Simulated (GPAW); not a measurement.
A run of GPAW 26.7.0 is set up as follows.

run.py

```python
from ase import Atoms
from ase.eos import EquationOfState
from ase.io import Trajectory
from ase.units import GPa
from gpaw import GPAW, PW, setup_paths

setup_paths.insert(0, '.')

atoms = Atoms(['Au', 'Au'],
              cell=[[2.9, 0.0, 0.0],
                    [-1.45, 2.511473671, 0.0],
                    [0.0, 0.0, 4.88]],
              scaled_positions=[[0.6666666667, 0.3333333333, 0.25],
                                [0.3333333333, 0.6666666667, 0.75]],
              pbc=True)

traj = Trajectory('eos.traj', 'w')
volumes, energies = [], []
for x in [0.94, 0.96, 0.98, 1.0, 1.02, 1.04, 1.06]:
    a = atoms.copy()
    a.set_cell(atoms.cell * x**(1 / 3), scale_atoms=True)
    calc = GPAW(mode=PW(600),
                xc='PBEsol',
                kpts={'size': (11, 11, 6), 'gamma': True},
                occupations={'name': 'fermi-dirac', 'width': 0.05},
                nbands=23,
                convergence={'density': 1e-05, 'energy': 1e-05},
                maxiter=150,
                txt=f'eos-{x:.2f}.txt')
    a.calc = calc
    energies.append(a.get_potential_energy(force_consistent=True))
    volumes.append(a.get_volume())
    p = -a.get_stress()[:3].mean() / GPa
    calc.write(f'eos-{x:.2f}.gpw')
    traj.write(a)
    print(f'{x:.2f} {volumes[-1]:10.4f} A^3 {energies[-1]:14.6f} eV {p:9.3f} GPa', flush=True)

v0, e0, B = EquationOfState(volumes, energies, eos='birchmurnaghan').fit()
print(f'V0 = {v0:.4f} A^3, E0 = {e0:.6f} eV, B0 = {B / GPa:.2f} GPa')
```

Potentials or basis: PAW data sets generated in the run's folder for this functional, pw.

Command:

```bash
$ gpaw-setup -f PBEsol Au
$ OMP_NUM_THREADS=1 python run.py
```

(1) Estimate the pressure derivative of the bulk modulus.

(2) What does it give for the bulk modulus at fixed shape and positions?

(3) What does it give for the equilibrium volume?

## Answers

(1) 5.7.

(2) 169 GPa.

(3) 17.32 Å³/atom.

Caveat: with this Au data set, volumes or pressures lay over 1.5 % or 2 GPa off other programs in two to four cells of ten; the cell was scaled at fixed shape and fractional positions, which overstates the stiffness of a crystal with free parameters, most of all of layers and chains.
